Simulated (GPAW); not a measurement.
# Fitting the LDA energy curve of Pd

The structure is cubic, space group Fm-3m (No. 225). Conventional cell: a = 3.893 Å, b = 3.893 Å, c = 3.893 Å, α = 90.00°, β = 90.00°, γ = 90.00°. Pd (site symmetry m-3m) is surrounded by 12 Pd at 2.75 Å.

The cell was scaled at fixed shape and fractions and run with GPAW, the program's PAW data sets (release 1.2.1) made for this functional, other valence, cutoff 600 eV; LDA, k mesh 9 × 9 × 9 on the cell of 1 atom, fermi-dirac occupations of 0.05 eV, no spin polarisation, no spin-orbit coupling. Energies are those that the program minimises, any entropy of the smearing included. For a metal such a mesh isn't converged to the digits shown.

| V (Å³/atom) | energy over the lowest row (meV/atom) |
| --- | --- |
| 13.8650 | 8.07 |
| 14.1600 | 0.00 |
| 14.4550 | 1.12 |
| 14.7500 | 9.92 |
| 15.0450 | ? |
| 15.3400 | 48.15 |
| 15.6350 | 75.58 |

Problem. Fit the third-order Birch-Murnaghan form, give V0, B0 and B′, and predict the energy left open.

Solution. With y = (V0/V)^(2/3), E = E0 + (9 V0 B0/16) [(y - 1)³ B′ + (y - 1)² (6 - 4y)]. Least squares through the rows shown give V0 = 14.2710 Å³/atom, E0 = -0.60 meV, B0 = 226.5 GPa (1 eV/Å³ = 160.218 GPa) and B′ = 5.25, with a largest miss of 0.09 meV, so B0 and B′ are loose. At V = 15.0450 the form with these constants gives 25.98 meV; the run gave 26.00 meV an atom. Other set-ups at this level, from all their volumes (Å³/atom, GPa): GPAW, the program's PAW data sets (release 1.2.1) made for this functional: V0 14.139, B0 228.5; GPAW, HGH pseudopotentials: V0 14.535, B0 214.1. Measured volume: 14.72 Å³/atom at 293.15 K (arxiv:2204.14071), so the fit lies -3.1 % from it. The runs are for a static lattice.
